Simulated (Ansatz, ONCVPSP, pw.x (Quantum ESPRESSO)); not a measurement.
**Equation-of-state test of one ONCV potential (silicon)**

```
Element                 : silicon (Si)
Generator               : ONCVPSP 4.0.1
Type                    : optimised norm-conserving Vanderbilt (ONCV)
Functional              : LDA (Perdew-Wang 92)
Relativity              : scalar-relativistic
Frozen core             : [Ne]
Valence charge          : 4
Reference configuration : 3s2 3p2
Partial waves           : 3s: rc 1.80 bohr, ncon 4, nbas 8, qcut 4.3 1/bohr, 2 projectors, debl 2.9 Ha; 3p: rc 1.80 bohr, ncon 4, nbas 7, qcut 4.1 1/bohr, local; d scattering state at 0.29 Ha: rc 2.00 bohr, ncon 4, nbas 9, qcut 4.6 1/bohr, 1 projector
Local potential         : the p channel
Core correction         : Teter function, fcfact 3, rcfact 1.4
```

Atomic tests: cutoffs needed: 7.7 Ha and 14 Ha (the cutoffs (Ha) at which the residual kinetic energy of the hardest occupied pseudo-wave falls to 1 and 0.1 mHa per electron); ghost test: no bound ghost flagged; no localised positive-energy state flagged; largest excitation error: +61 meV (all-electron minus pseudo) for 3s1 3p0, out of 4 test configurations.

Crystal test: bcc Si in pw.x 7.5, no spin, 15³ k-points, Fermi–Dirac smearing 0.01 Ry, cutoffs 50/200 Ry. The reference is all-electron LAPW (Ansatz 0.2.0) with the same functional, mesh and smearing; V0 and B0 come from Birch–Murnaghan fits to the pressures at five volumes. Errors are pseudo minus all-electron; Δ is the rms difference of the E(V) curves that follow from these fits, minima aligned, over ±6 % about the mean V0. Mesh and smearing are coarse, so the numbers serve the comparison and aren't converged zero-temperature values; the lattice is a test structure that the element need not adopt.

```tsv
V (Å³/atom)	P all-electron (GPa)	P pseudo (GPa)
13.383	6.06	6.50
13.735	2.95	3.35
14.087	0.22	0.59
14.439	-2.17	-1.83
14.791	-4.26	-3.95
```

All-electron: a0 = 3.045 Å (V0 = 14.12 Å³/atom), B0 = 101.1 GPa.

Pseudopotential: mean pressure error (GPa): +0.38; a0 (Å): 3.049; a0 error (%): +0.12; B0 error (%): -0.3; Δ (meV/atom): 1.1.

**Question.** At the middle volume, how do free energy and pressure move when the wave cutoff is lowered (ecutrho kept at four times it)?

**Answer.**

| cutoff (Ry) | shift of F (meV/atom) | shift of P (GPa) |
| --- | --- | --- |
| 22 | +6.7 | -0.03 |
| 30 | +3.4 | -0.03 |
| 40 | +0.6 | +0.02 |

The run at the middle volume (120 k-points, 6 iterations) took about 7.4 s on one core of a shared host (AMD EPYC 7R43 64-Core Processor, 256 threads, 1004 GiB, load 128).
